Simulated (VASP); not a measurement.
Write the native input for VASP 6.6.1 that does the following.

```yaml
Task: relaxation of cell and atoms
Functional: SCAN
Potentials_or_basis: VASP PAW PBE potentials, release 64 (Zn, S)
Cutoff: 600 eV
k_mesh: 8 × 8 × 5
Occupations: gaussian, width 0.05 eV
Spin: no spin polarisation
Further_INCAR_settings: ALGO = Normal; EDIFF = 1e-07; IBRION = 2; EDIFFG = -0.01; NSW = 60; ISIF = 3
```

The structure of ZnS (Wurtzite-2H) lies in POSCAR:

```
ZnS
1.0
    3.8110000000      0.0000000000      0.0000000000
   -1.9055000000      3.3004228138      0.0000000000
    0.0000000000      0.0000000000      6.2340000000
Zn S
2 2
Direct
    0.6666666667      0.3333333333      0.5000000000
    0.3333333333      0.6666666667      0.0000000000
    0.6666666667      0.3333333333      0.8850000000
    0.3333333333      0.6666666667      0.3850000000
```

These files were run (other wordings do the same):

INCAR

```
SYSTEM = ZnS
PREC = Accurate ; ENCUT = 600
EDIFF = 1E-7 ; ISMEAR = 0
SIGMA = 0.05 ; LREAL = .False.
LASPH = .True. ; NELM = 100
ALGO = Normal ; ISIF = 3
LWAVE = .False. ; LCHARG = .False.
METAGGA = SCAN ; LMIXTAU = .True.
IBRION = 2 ; NSW = 60
EDIFFG = -0.01
```

KPOINTS

```
regular mesh
0
Gamma
  8 8 5
  0 0 0
```

Potentials or basis: VASP PAW PBE potentials, release 64 (Zn, S).

Run with:

```console
$ cat potpaw_PBE.64/Zn/POTCAR potpaw_PBE.64/S/POTCAR > POTCAR
$ mpirun -np 1 vasp_std > vasp.out
```

It gave:

```yaml
Relaxed_volume: 19.39 Å³/atom
Relaxed_cell: a = 3.792 Å, b = 3.792 Å, c = 6.228 Å, α = 90.00°, β = 90.00°, γ = 120.00°
Space_group_after_relaxing_to_0.05_Å: P6_3mc (No. 186)
Energy_gained_by_relaxing: 6.4 meV/atom
Ionic_steps: 10
Pressure_after_relaxing: 0.0 GPa
Largest_force_after_relaxing: 0.006 eV/Å
Band_gap_on_the_k_mesh: 2.78 eV, direct
```

Caveat: the PAW data sets were made with another functional, which shifts forces and pressure a little.

Wall time 20 min on 1 thread of AMD EPYC 9R45 96-Core Processor (Zen 5) (shared host), peak memory 0.23 GiB.
